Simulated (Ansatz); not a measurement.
diamond against fcc along the alkaline-earth metals

These are results of Ansatz, DFT, RPBE, plane waves (420 eV) with PAW, scalar-relativistic, not measurements. The PAW files were generated under PBE, with cores re-solved for the functional.

Each structure is relaxed within its symmetry, in the lowest magnetic state of the tried starts. Differences under about 8 meV lie within the error of the k-point mesh.

```tsv
element	E(diamond) − E(fcc) (meV/atom)	V(diamond) (Å³/atom)	V(fcc) (Å³/atom)	state of diamond	state of fcc
Be	1506	15.10	8.10	spin not included	spin not included
Mg	?	?	?	?	?
Ca	1004	84.63	44.42	spin not included	spin not included
Sr	899	119.87	58.43	spin not included	spin not included
Ba	1001	141.80	69.30	spin not included	spin not included
```

Q: Fill in the row of Mg.

A: E(diamond) − E(fcc) (meV/atom): 744; V(diamond) (Å³/atom): 42.33; V(fcc) (Å³/atom): 23.89; state of diamond: spin not included; state of fcc: spin not included.
